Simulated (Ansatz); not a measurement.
A trial cell of LiCl, before relaxation:

```cif
data_structure
_symmetry_space_group_name_H-M 'I-4c2'
_symmetry_Int_Tables_number 120
_cell_length_a 7.9749
_cell_length_b 7.9749
_cell_length_c 5.5113
_cell_angle_alpha 90.000
_cell_angle_beta 90.000
_cell_angle_gamma 90.000
_cell_volume 350.51
loop_
_atom_site_label
_atom_site_type_symbol
_atom_site_symmetry_multiplicity
_atom_site_Wyckoff_symbol
_atom_site_fract_x
_atom_site_fract_y
_atom_site_fract_z
_atom_site_occupancy
Li1 Li 4 b 0.00000 0.00000 0.50000 1
Li2 Li 8 h 0.85567 0.64433 0.50000 1
Cl1 Cl 4 c 0.00000 0.50000 0.75000 1
Cl2 Cl 8 e 0.35567 0.35567 0.75000 1
```

These are results of DFT PBE, scalar-relativistic, plane waves, PAW in Ansatz, not measurements. Cutoff 420 eV, Gaussian smearing, Γ-centred meshes. Cell and atoms relax first on a coarse mesh and then on a converged one. In between, the cell is made exact in the group found at 0.06 Å. The steps can't lower the symmetry of their start. No spin polarisation.

A guess keeps its type if space group and coordination stay and the shape of the cell changes little (axis ratios within about 15 %, angles within 6°); the volume may change.

Task: Does it keep its structure type, or change into something else?

Result: It keeps its type. The symmetry stays I-4c2 (No. 120). The volume per atom grows by 51.8 %, from 14.6 to 22.2 Å³. The shortest distance goes from 2.13 Å (Li–Cl) to 2.35 Å (Li–Cl). The ratio c/a of the conventional cell changes by a factor of 0.99. Counting neighbours within 15 % of an atom's shortest distance, the start has Cl 4, Li 4 and the end Cl 4, Li 4.

Formation energies are uncorrected and refer to the elements' standard structures at the same level (Cl₂ as a molecule).

Task: At what energy does it end?

Result: −1.759 eV/atom.

The last run used a 6×6×6 mesh for its 12-atom cell and Gaussian smearing of 0.02 eV. A structure relaxed within its symmetry needn't be a true minimum. Another cell of LiCl relaxed alike, in P6_3mc, lies 119 meV/atom lower, so this cell isn't the stable form at this level.
